Silicon carbide is among the stiffer ceramics: squeezing out one per cent of its volume takes a pressure of about 2 GPa. The bulk modulus B measures this resistance. It is the pressure rise per relative loss of volume, B = −V dP/dV, where V is the volume per atom and P the pressure. In the table the crystal structure stays the same while the density functional changes, and in some rows also the potentials and the wave cutoff. All eight rows are density-functional calculations with one program, ABINIT. Each B was obtained by computing the energy at seven volumes, fitting a curve and reading its curvature at the minimum. The volume at that minimum, the rest volume, stands beside each result.

Bulk modulus of cubic SiC (F-43m, 2-atom cell) from Kohn-Sham DFT with ABINIT 10.8.3, fitted to energies at seven volumes from 9.73 to 10.97 Å³ per atom. All runs are without spin polarization and use Fermi-Dirac smearing of 0.05 eV. The last column refers to the measured value of 225 GPa, from an earlier experiment quoted in pmc:9505936.

```tsv
program	functional	how the value is got	potentials or basis	wave cutoff (eV)	k-mesh	computed bulk modulus (GPa)	computed over measured, less one (%)
ABINIT 10.8.3 (1)	rPW86PBE	fit, rest volume 10.70 Å³/atom	JTH PAW PBE v2.0	544	10x10x10	199.9	-11.2
ABINIT 10.8.3 (2)	revPBE	fit, rest volume 10.59 Å³/atom	JTH PAW PBE v2.0	544	10x10x10	208.5	-7.3
ABINIT 10.8.3 (3)	PBE	fit, rest volume 10.51 Å³/atom	SG15 NC PBE v1.2	1116	10x10x10	210.9	-6.3
ABINIT 10.8.3 (4)	HCTH407	fit, rest volume 10.34 Å³/atom	JTH PAW PBE v2.0	544	10x10x10	211.1	-6.2
ABINIT 10.8.3 (5)	PBE	fit, rest volume 10.48 Å³/atom	JTH PAW PBE v2.0	408	10x10x10	212.8	-5.4
ABINIT 10.8.3 (6)	HCTH407	fit, rest volume 10.27 Å³/atom	PseudoDojo NC SR PBE v0.4.1 standard	1116	10x10x10	214.5	-4.7
ABINIT 10.8.3 (7)	revPBE+D3	fit, rest volume 10.41 Å³/atom	JTH PAW PBE v2.0	544	10x10x10	219.5	-2.4
ABINIT 10.8.3 (8)	PBEsol	fit, rest volume 10.34 Å³/atom	PseudoDojo NC SR PBEsol v0.4.1 standard	1116	10x10x10	220.5	-2.0
```

**(a) Set the two HCTH407 rows aside. Why do the other six results differ by about 20 GPa, and what B would you expect for rPW86PBE from its rest volume alone?**

*Solution.* In these six rows B rises each time the rest volume falls. Each functional reports the stiffness of the crystal at the size that this functional prefers, and the sizes differ. The rest volume of rPW86PBE is 3.4 % larger than that of PBEsol. To see how much this matters, all rows can be compared at one common volume, 10.35 Å³ per atom, using the pressures from the same calculations. The spread among the six then shrinks from 20.6 to 6.3 GPa, and its order largely turns round: the two functionals with the largest cells now give the stiffest crystals, and PBEsol gives the softest. The size of the cell therefore accounts for the whole trend, and the small difference that remains works against it. The pressures carry a known weakness: computed with a fixed set of waves, they tend to lie slightly under the slope of the energies, and the cutoff of 408 eV in the second PBE row is short for them. The fitted energy curves, which don't use these pressures, give the same stiffness at the common volume within 2 GPa, so the conclusion stands.

Apart from the D3 row, which part (b) takes up, the sizes differ mainly because the functionals reward a strongly varying electron density to different degrees. Pulling the atoms apart makes the density between them more uneven. A functional that lowers the energy of uneven density more strongly therefore settles at a larger cell. This standard argument fits the order revPBE, PBE, PBEsol, from strong to weak reward and from large to small cell. rPW86PBE, whose exchange is expected to reward moderate gradients more strongly still, fits at the large end.

A larger cell is softer because stretched bonds pull back less steeply, while compressed ones push back more and more steeply. The number B′ = dB/dP expresses this: it is the gain in B per unit of applied pressure. Combining it with the definition of B gives dB/dV = −B′B/V. If B′ is taken as constant, B varies as V to the power −B′.

For the estimate, take B′ = 3.87 from the PBEsol row and the six-row average of B at the common volume, 224 GPa. For rPW86PBE this gives

B ≈ 224 GPa × (10.35/10.70)^3.87 ≈ 197 GPa.

The full calculation gives 199.9 GPa. The rPW86PBE row is itself one of the six in the average, so this is a test of the idea of one shared curve more than a prediction.

The same curve meets all six rows within about 4 GPa, but its errors have a pattern. It is too low for the two largest cells and too high for the smallest. A neighbouring series, one functional under rising pressure, would follow the full slope set by B′. Across these six rows, changing the functional gives a gentler slope overall, and part (b) shows why. The step from revPBE to rPW86PBE is an exception: the curve misses both rows by about the same amount, so between them the slope is the full one. Part of those two misses may also come from the fits, which scatter more in the PAW rows. Finer differences should not be read from the table: the order of the two PBE rows and the first HCTH407 row, which lie within 2 GPa of each other, is no firmer than the choice of potentials and the scatter of the fits.

**(b) The D3 correction adds an attraction between atoms to revPBE. Does B rise because this attraction makes the crystal stiffer?**

*Solution.* No. At the common volume the crystal with D3 is slightly softer, by about 3 GPa, although its B at rest is 11 GPa higher. These two rows share potentials and cutoff, so the comparison isolates the correction.

An attraction acts on the crystal like an extra pressure from outside. Here it amounts to 3.7 GPa at the common volume, and it shrinks the rest volume by 1.7 %. The smaller cell has shorter, stiffer bonds. The attraction itself, however, weakens as the atoms move apart, so it helps less to draw an expanded crystal back together. That is why it lowers the stiffness slightly when the volume is held fixed.

Both effects fit into one line. If a change of functional adds a pressure ΔP at the common volume and changes the stiffness there by ΔB_c, then letting the crystal relax to its new rest volume changes B by about

ΔB ≈ ΔB_c − B′ΔP.

An inward pull counts as negative pressure in this formula. For D3 the second term is 3.87 × 3.7 GPa, a gain of about 14 GPa. Subtracting the loss of 3 GPa leaves 11 GPa, as computed. The agreement shows that two terms are enough to describe the change; it is no independent test, since both terms come from the same calculations.

The gentler slope in part (a) can be read in the same way. A functional that favours a small cell pulls inward, and if this pull fades as the crystal expands, it gives back part of the stiffness gained by shrinking. rPW86PBE shows the other case: against revPBE it adds an outward push of about 2.3 GPa that stays nearly the same at all seven volumes, the stiffness at fixed volume hardly changes, and B follows the volume term almost alone. The two-term estimate is meant for small changes like these. In a layered crystal such as graphite it may fail, because there dispersion is a main part of what holds the layers together. In silicon carbide dispersion only adjusts a network of strong covalent bonds.

**(c) HCTH407 gives nearly the same rest volume as PBEsol, yet its B is 9 GPa lower in one row, and still lower than PBEsol in the other, where the cell is even smaller. Where does the rule of part (a) break down, and what follows for judging a functional by the measured value?**

*Solution.* The rule assumes that the functionals share roughly the same stiffness at the same volume. HCTH407 does not: at the common volume it gives about 210 GPa, against 221 to 227 GPa for the other six rows. The shared curve therefore overestimates its two rows by 13 and 16 GPa. The softness appears with both sets of potentials, so it does not hinge on one of them. Both sets were made for PBE, however, and a mismatch common to both is not ruled out.

The formula of part (b) shows what is different. Compared with revPBE at the same potentials and cutoff, HCTH407 pulls the crystal inward with about 5 GPa, somewhat more than D3 does. Shrinking should then raise B by about 20 GPa. But the stiffness at fixed volume drops by about 16 GPa, and most of the gain is lost.

Such a large drop means that the pull of HCTH407 fades quickly as the crystal expands. When the cell grows by 4 % around the common volume, this pull falls from 5.4 to 4.7 GPa, while that of D3 barely changes, from 3.8 to 3.7 GPa. A pull that fades on expansion and grows on compression works against the crystal's own resistance in both directions. Two functionals can thus agree on the size of the cell and still disagree on its stiffness: the size depends on how strong the pull is, the stiffness also on how fast it changes.

Why the pull of HCTH407 behaves in this way is less certain. Unlike the other functionals here, it is not tied to the uniform electron gas where the density is even. Both that local part and its flexible dependence on the density gradient were adjusted to data on molecules, where the behaviour of a dense solid under compression plays no part. That is a plausible origin, but these calculations do not test it.

For a comparison with experiment, then, a good rest volume is a useful first check but not a sufficient one. All eight results lie below the measured 225 GPa, by 2 to 11 % of that value. The measured crystal is also softened a little by heat and by the zero-point motion of its atoms, which the calculations leave out. The fair target for them is therefore somewhat above 225 GPa, and the true shortfall is probably larger than the table suggests. PBEsol and revPBE with D3 come closest, but they differ by only 1 GPa, too little to rank them against a single measured value.

The output printed below lists the comparison at the common volume, the shared curve for each row and the two terms of part (b).

The analysis program printed:

```
Bulk modulus in GPa at rest and at the common volume 10.346 A3 per atom:
                row  rest volume  B at rest  B common from pressures  B common from energy fit  shared curve  shared less computed
  ABINIT 10.8.3 (1)         10.7      199.9                    226.9                     226.9         196.7                -3.183
  ABINIT 10.8.3 (2)        10.59      208.5                    226.3                     227.5         204.4                -4.081
  ABINIT 10.8.3 (3)        10.51      210.9                    224.9                     224.5         210.4               -0.5189
  ABINIT 10.8.3 (4)        10.34      211.1                    210.6                       211         224.1                 12.95
  ABINIT 10.8.3 (5)        10.48      212.8                    221.7                     223.7         212.8               0.03727
  ABINIT 10.8.3 (6)        10.27      214.5                      209                     208.6         230.1                  15.6
  ABINIT 10.8.3 (7)        10.41      219.5                    223.2                       225         218.6               -0.8981
  ABINIT 10.8.3 (8)        10.34      220.5                    220.6                     220.2         224.2                 3.685
Changes against revPBE in GPa:
                row  added pressure  stiffness at common volume  through change of volume  sum of both  computed change of B
  ABINIT 10.8.3 (1)           2.287                      0.6566                    -8.855       -8.198                  -8.6
  ABINIT 10.8.3 (2)               0                           0                         0            0                     0
  ABINIT 10.8.3 (3)          -1.479                      -1.397                     5.725        4.328                   2.4
  ABINIT 10.8.3 (4)           -5.05                      -15.66                     19.55        3.892                   2.6
  ABINIT 10.8.3 (5)          -2.737                      -4.547                      10.6         6.05                   4.3
  ABINIT 10.8.3 (6)           -6.52                      -17.24                     25.24        7.999                     6
  ABINIT 10.8.3 (7)          -3.728                      -3.081                     14.43        11.35                    11
  ABINIT 10.8.3 (8)          -5.112                      -5.659                     19.79        14.13                    12
B' of the PBEsol row, used for all rows: 3.871
Mean B at common volume without HCTH407, GPa: 223.9
Spread of B at rest without HCTH407, GPa: 20.6
Spread of B at common volume without HCTH407, GPa: 6.316
Largest gap between the two routes to B at common volume, GPa: 1.975
Largest miss of the shared curve without HCTH407, GPa: 4.081
Rest volume of rPW86PBE over PBEsol, less one, %: 3.434
Change of rest volume by D3, %: -1.718
B of HCTH407 row 4 less PBEsol row 8, GPa: -9.4
B of HCTH407 row 6 less row 4, other potentials, GPa: 3.4
B of PBE row 5 less row 3, other potentials, GPa: 1.9
```
